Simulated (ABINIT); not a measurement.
The system is MgS (Niningerite).

```
CELL_PARAMETERS angstrom
0.00000 2.60165 2.60165
2.60165 0.00000 2.60165
2.60165 2.60165 0.00000
ATOMIC_POSITIONS crystal
S 0.50000 0.50000 0.50000
Mg 0.00000 0.00000 0.00000
```

Base run:

| Quantity | Value |
| --- | --- |
| Program | ABINIT 10.8.3 (patched build) |
| Functional | LDA |
| Potentials or basis | PseudoDojo NC SR LDA v0.4.1 standard |
| Cutoff | 1143 eV |
| k mesh | 7 × 7 × 7 |
| Occupations | fermi-dirac, width 0.05 eV |
| Spin | no spin polarisation |

Its results: band gap on the k mesh 2.78 eV, indirect (least direct gap 3.48 eV); pressure -3.2 GPa.

Problem. After a change of settings the same cell gave: band gap on the k mesh 2.91 eV, indirect (least direct gap 3.59 eV); pressure -1.4 GPa. Which change was it?
A. functional from LDA to PBE; potentials or basis from PseudoDojo NC SR LDA v0.4.1 standard to PseudoDojo NC SR PBE v0.5 stringent; cutoff from 1143 eV to 1034 eV
B. potentials or basis from PseudoDojo NC SR LDA v0.4.1 standard to PseudoDojo NC SR LDA v0.4 stringent; cutoff from 1143 eV to 1034 eV
C. cutoff from 1143 eV to 1088 eV
D. functional from LDA to PBEsol; potentials or basis from PseudoDojo NC SR LDA v0.4.1 standard to PseudoDojo NC SR PBEsol v0.4.1 standard; cutoff from 1143 eV to 1034 eV

Solution. D.

Caveats: an odd mesh through Γ misses points on the zone boundary, where band edges often lie.
